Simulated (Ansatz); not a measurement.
## HfN under strain

All numbers below come from DFT PBE, scalar-relativistic, plane waves, PAW in Ansatz. Settings: 420 eV cutoff, 18×18×10 k-mesh, Gaussian smearing of 0.10 eV, no spin polarisation.

Starting point, cell and atoms relaxed:

```yaml
crystal:
  lattice:
    - [3.15937, 0.00000, 0.00000]
    - [-1.57968, 2.73609, 0.00000]
    - [0.00000, 0.00000, 5.45082]
  atoms:
    - { symbol: Hf, position: [0.66667, 0.33333, 0.75000] }
    - { symbol: Hf, position: [0.33333, 0.66667, 0.25000] }
    - { symbol: N, position: [0.00000, 0.00000, 0.00000] }
    - { symbol: N, position: [0.00000, 0.00000, 0.50000] }
```

Deformation: uniaxial strain along c, with the lengths of a and b and the atoms relaxed and the angles held, all within the symmetry that the strain leaves. Energies are extrapolated to zero smearing. On this cell's mesh the reference holds a stress of up to 0.15 GPa.

Spin–orbit coupling is left out, which can shift energies with elements as heavy as these.

```
strain (%)  ΔE (meV/atom) a (Å) b (Å) c (Å)
      -4.0           31.3  3.183  3.183  5.233
      -2.0            7.7  3.171  3.171  5.342
      +0.0            0.0  3.159  3.159  5.451
      +2.0            6.8  3.148  3.148  5.560
      +4.0           26.7  3.137  3.137  5.669
```

(1) What stiffness (1/V) d²E/dε² at zero strain does a cubic fit over all points give?

(2) How does the free axis a answer a small strain?

Answers

(1) A cubic fit gives (1/V) d²E/dε² = 494 GPa at zero strain (Young's modulus along this axis, angles held).

(2) Between the innermost points its strain is -0.19 times the applied one.

This form isn't the usual stable structure of the compound.